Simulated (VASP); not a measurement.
**Ta: relaxation of cell and atoms with PBE**

The system is Ta.

```xyz
1
Lattice="-1.6513 1.6513 1.6513 1.6513 -1.6513 1.6513 1.6513 1.6513 -1.6513" Properties=species:S:1:pos:R:3 pbc="T T T"
Ta    0.0000    0.0000    0.0000
```

| Item | Value |
| --- | --- |
| Program | VASP 6.6.1 |
| Task | relaxation of cell and atoms |
| Functional | PBE |
| Potentials or basis | VASP PAW PBE potentials, release 64 (Ta_pv) |
| Cutoff | 520 eV |
| k mesh | 6 × 6 × 6 |
| Occupations | gaussian, width 0.1 eV |
| Spin | no spin polarisation |
| Further INCAR settings | ALGO = Normal; EDIFF = 1e-07; IBRION = 2; EDIFFG = -0.002; NSW = 80; ISIF = 3 |

| Quantity | Value |
| --- | --- |
| Relaxed volume | 18.53 Å³/atom |
| Relaxed cell | a = 2.887 Å, b = 2.887 Å, c = 2.887 Å, α = 109.47°, β = 109.47°, γ = 109.47° |
| Space group after relaxing (to 0.05 Å) | Im-3m (No. 229) |
| Energy gained by relaxing | 8.7 meV/atom |
| Ionic steps | 17 |
| Pressure after relaxing | 0.0 GPa |
| Band gap on the k mesh | none (metal or under the smearing width) |

The path:
```
step  energy change (eV)  largest force (eV/Å)  pressure (GPa)  volume (Å³)
   1              0.0000                0.0000            5.50        18.01
   2              0.0298                0.0000          -10.29        19.67
   3             -0.0087                0.0000           -0.07        18.53
   4             -0.0087                0.0000            0.04        18.52
   5             -0.0087                0.0000            0.04        18.52
   6             -0.0087                0.0000            0.04        18.52
   7             -0.0087                0.0000            0.04        18.52
   8             -0.0087                0.0000            0.04        18.52
   9             -0.0087                0.0000            0.04        18.52
  10             -0.0087                0.0000            0.04        18.52
  11             -0.0087                0.0000            0.04        18.52
  12             -0.0087                0.0000            0.04        18.52
  13             -0.0087                0.0000            0.04        18.52
  14             -0.0087                0.0000            0.04        18.52
  15             -0.0087                0.0000            0.04        18.52
  16             -0.0087                0.0000            0.02        18.52
  17             -0.0087                0.0000            0.00        18.53
```

Final structure:
```yaml
crystal:
  lattice:
    - [-1.66689, 1.66689, 1.66689]
    - [1.66689, -1.66689, 1.66689]
    - [1.66689, 1.66689, -1.66689]
  atoms:
    - { symbol: Ta, position: [0.00000, 0.00000, 0.00000] }
```

Levels at points of the mesh, in eV from the Fermi level:
| k point | band 2 | band 3 | band 4 | band 5 | band 6 | band 7 | band 8 | band 9 |
| --- | --- | --- | --- | --- | --- | --- | --- | --- |
| (0.00, 0.00, 0.00) | -33.17 | -33.17 | -7.74 | 0.77 | 0.77 | 0.77 | 3.95 | 3.95 |
| (0.50, 0.00, 0.00) | -33.51 | -33.17 | -4.20 | -1.42 | 1.52 | 3.81 | 4.80 | 7.55 |
| (0.50, 0.50, 0.50) | -33.91 | -33.91 | -3.58 | -3.58 | 6.64 | 6.64 | 6.64 | 8.46 |

Run time: 12 s on 1 thread of Intel(R) Xeon(R) 6975P-C (Granite Rapids), on a shared host, peak memory 0.14 GiB.

Caveat: the k mesh is coarse (spacing up to 0.45 Å⁻¹), so the values aren't converged. The run has no spin-orbit coupling, so splittings on Ta are missing.
